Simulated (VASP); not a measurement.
Si, 2 atoms in the cell. The structure is cubic, space group Fd-3m (No. 227). The conventional cell has a = 5.402 Å, b = 5.402 Å, c = 5.402 Å, α = 90.00°, β = 90.00°, γ = 90.00°. Around Si (site symmetry -43m) lie 4 Si at 2.34 Å. 

| Item | Value |
| --- | --- |
| Program | VASP 6.6.1 |
| Task | relaxation of cell and atoms |
| Functional | LDA |
| Potentials or basis | VASP PAW LDA potentials, release 64 (Si) |
| Cutoff | 600 eV |
| k mesh | 12 × 12 × 12 |
| Occupations | gaussian, width 0.02 eV |
| Spin | no spin polarisation |
| Dipole correction | no |
| Further INCAR settings | ALGO = Fast; EDIFF = 1e-07; IBRION = 2; EDIFFG = -0.005; NSW = 100; ISIF = 3 |

Potentials or basis: VASP PAW LDA potentials, release 64 (Si).

Run with:

```console
$ cat potpaw_LDA.64/Si/POTCAR > POTCAR
$ mpirun -np 1 vasp_std > vasp.out
```

Hardware: 1 thread of Intel(R) Xeon(R) Platinum 8488C (Sapphire Rapids), on a shared host.

**Question.** Estimate the wall time of this run.

**Answer.** Run time: 29 s on 1 thread of Intel(R) Xeon(R) Platinum 8488C (Sapphire Rapids), on a shared host, peak memory 0.16 GiB. Counts: scf iterations 19, k points 72, ion steps 2.
